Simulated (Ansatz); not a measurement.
# Cd8Se7: the cost of one run

Program: Ansatz 0.2.0. Level of theory: DFT PBEsol, scalar-relativistic, plane waves, PAW. These are calculated values, not measurements.

2 further runs of the same task are left out: 2 set aside as unsound or not needed.

### 1 The starting structure

Symmetry: F-43m, No. 216, cubic system. Conventional cell: a = 12.165 Å, b = 12.165 Å, c = 12.165 Å, α = 90.00°, β = 90.00°, γ = 90.00°. Cd (site symmetry 3m) has 3 Se at 2.63 Å as nearest neighbours. Cd (site symmetry 3m) has 4 Se at 2.63 Å as nearest neighbours. Se (site symmetry 2mm) has 4 Cd at 2.63 Å as nearest neighbours. Se (site symmetry -43m) has 4 Cd at 2.63 Å as nearest neighbours.

Coordinates:

```
CELL_PARAMETERS angstrom
-6.08262 6.08262 0.00000
0.00000 6.08262 -6.08262
-6.08262 0.00000 -6.08262
ATOMIC_POSITIONS crystal
Cd 0.00000 0.00000 0.50000
Cd 0.00000 0.50000 0.50000
Cd 0.00000 0.00000 0.00000
Cd 0.00000 0.50000 0.00000
Cd 0.50000 0.00000 0.50000
Cd 0.50000 0.50000 0.50000
Cd 0.50000 0.00000 0.00000
Cd 0.50000 0.50000 0.00000
Se 0.37500 0.37500 0.37500
Se 0.37500 0.87500 0.87500
Se 0.37500 0.37500 0.87500
Se 0.87500 0.87500 0.37500
Se 0.87500 0.37500 0.37500
Se 0.87500 0.87500 0.87500
Se 0.87500 0.37500 0.87500
```

It goes back to an entry of the Materials Project, which need not be the stable form.

It is built from the cell relaxed beforehand with the same method (28.13 Å³/atom).

### 2 The vacancy and the jump

The supercell lacks one Se atom, at fractional position (0.375, 0.875, 0.375), and holds 15 atoms. Atom 9 (Se), 4.30 Å away, is to jump into the empty site. The cell is fixed.

### 3 Relaxing around the vacancy

File input.yaml:

```yaml
crystal:
  lattice:
    - [-6.0826191937, 6.0826191937, 0.0]
    - [0.0, 6.0826191937, -6.0826191937]
    - [-6.0826191937, 0.0, -6.0826191937]
  atoms:
    - { symbol: Cd, position: [0.0, 0.0, 0.5] }
    - { symbol: Cd, position: [0.0, 0.5, 0.5] }
    - { symbol: Cd, position: [0.0, 0.0, 0.0] }
    - { symbol: Cd, position: [0.0, 0.5, 0.0] }
    - { symbol: Cd, position: [0.5, 0.0, 0.5] }
    - { symbol: Cd, position: [0.5, 0.5, 0.5] }
    - { symbol: Cd, position: [0.5, 0.0, 0.0] }
    - { symbol: Cd, position: [0.5, 0.5, 0.0] }
    - { symbol: Se, position: [0.375, 0.375, 0.375] }
    - { symbol: Se, position: [0.375, 0.875, 0.875] }
    - { symbol: Se, position: [0.375, 0.375, 0.875] }
    - { symbol: Se, position: [0.875, 0.875, 0.375] }
    - { symbol: Se, position: [0.875, 0.375, 0.375] }
    - { symbol: Se, position: [0.875, 0.875, 0.875] }
    - { symbol: Se, position: [0.875, 0.375, 0.875] }
basis:
  ecutwfc: 420
kpoints:
  mp_grid: { grid: [4, 4, 4] }
hamiltonian:
  xc: pbesol
scf:
  occupations: { method: gaussian, width: 0.05 }
output:
  forces: true
  stress: true
  eigenvalues: true
  write_density: true
  write_potential: true
  elf: true
  volumetric_format: npy
relax:
  adjacent_minimum: "off"
  f_tol: 0.02
  max_steps: 50
```

Command:

```console
$ ansatz run input.yaml --threads 4 --pin off --max-ram 9216MiB --backend cpu --events-out ev --progress --plain --runs-dir out
```

Q: Estimate wall time and peak memory on 4 threads of AMD EPYC 9B45 (Zen 5), shared host.

About 20 s, with a peak of 1.9 GiB.
